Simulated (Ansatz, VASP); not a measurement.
## One calculation of Ga, two programs

```
Ga
1.0
    -1.68612    1.68612    1.68612
     1.68612   -1.68612    1.68612
     1.68612    1.68612   -1.68612
Ga
1
Direct
  0.00000 0.00000 0.00000
```

Alike in both runs: functional PBE; k mesh 18 × 18 × 18; occupations gaussian, width 0.1 eV; no spin polarisation.

Ansatz relaxed the structure, and its values are those at the end. VASP's run is a single point on that final structure, the one shown.

```csv
,VASP,Ansatz
version,VASP 6.6.1,Ansatz 0.2.0
potentials or method,"VASP PAW PBE potentials, release 64 (Ga_d)","scalar-relativistic, plane waves, PAW"
plane-wave cutoff (eV),520,420
valence electrons in the cell,13,13
```

```tsv
	VASP	Ansatz	Ansatz less VASP
gap on the k mesh at the Fermi level (eV)	none	none	-
pressure (GPa)	0.1	0.0	-0.06
```

A gap of «none» marks a metal or a gap that the smearing closes.
